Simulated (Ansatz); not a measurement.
# AlCo: the cost of one run

Method: DFT PBEsol, scalar-relativistic, plane waves, PAW, in Ansatz 0.2.0.

2 further runs of the same task are left out: 2 set aside as unsound or not needed.

## Step 1: The system as given

It takes space group Pm-3m (No. 221, cubic). The conventional cell has a = 2.823 Å, b = 2.823 Å, c = 2.823 Å, α = 90.00°, β = 90.00°, γ = 90.00°. Al (site symmetry m-3m) is surrounded by 8 Co at 2.44 Å. Co (site symmetry m-3m) is surrounded by 8 Al at 2.44 Å.

Structure file:

```
Al Co
1.0
     2.82259    0.00000    0.00000
     0.00000    2.82259    0.00000
     0.00000    0.00000    2.82259
Al Co
1 1
Direct
  0.00000 0.00000 0.00000
  0.50000 0.50000 0.50000
```

It goes back to an entry of the Materials Project.

This cell was relaxed beforehand with the same method: volume 11.24 Å³/atom, gap on the mesh none (metal).

Bulk energy on matching settings, from an earlier run: -2809.3865 eV/atom.

## Step 2: Cutting the (100) slab

Miller indices refer to the conventional cell of the relaxed bulk, Pm-3m (No. 221): a = 2.823 Å, b = 2.823 Å, c = 2.823 Å, α = 90.00°, β = 90.00°, γ = 90.00°.

The slab is a (100) slab, 9.9 Å thick as cut, with 15 Å of vacuum; its outer planes are Al (top) and Co (bottom).

The slab as cut. Its planes from the bottom up:

```
plane  atoms per cell  height over the lowest (Å)
    1              Co                        0.00
    2              Al                        1.41
    3              Co                        2.82
    4              Al                        4.23
    5              Co                        5.65
    6              Al                        7.06
    7              Co                        8.47
    8              Al                        9.88
```

## Step 3: The slab as cut, atoms at the bulk's places

A dipole layer in the vacuum cancels the field that periodic copies would set up if the slab's two faces differ.

File input.yaml:

```yaml
crystal:
  lattice:
    - [2.8225855363, 0.0, 0.0]
    - [0.0, 2.8225855363, 0.0]
    - [0.0, 0.0, 24.8790493771]
  atoms:
    - { symbol: Co, position: [0.5, 0.5, 0.3014584636] }
    - { symbol: Al, position: [0.0, 0.0, 0.3581846168] }
    - { symbol: Co, position: [0.5, 0.5, 0.4149107701] }
    - { symbol: Al, position: [0.0, 0.0, 0.4716369234] }
    - { symbol: Co, position: [0.5, 0.5, 0.5283630766] }
    - { symbol: Al, position: [0.0, 0.0, 0.5850892299] }
    - { symbol: Co, position: [0.5, 0.5, 0.6418153832] }
    - { symbol: Al, position: [0.0, 0.0, 0.6985415364] }
basis:
  ecutwfc: 420
kpoints:
  mp_grid: { grid: [12, 12, 1] }
hamiltonian:
  xc: pbesol
scf:
  occupations: { method: gaussian, width: 0.1 }
output:
  forces: true
  stress: true
  eigenvalues: true
  write_density: true
  write_potential: true
  elf: true
  volumetric_format: npy
efield:
  axis: 3
  dipole_correction: true
  ramp_width: 0.04
```

Started as:

```console
$ ansatz run input.yaml --threads 1 --pin off --max-ram 2560MiB --backend cpu --events-out ev --progress --plain --runs-dir out
```

What time and memory should one allow on 1 thread of Arm Neoverse V1, shared host?

About 47 s, with a peak of 0.47 GiB.
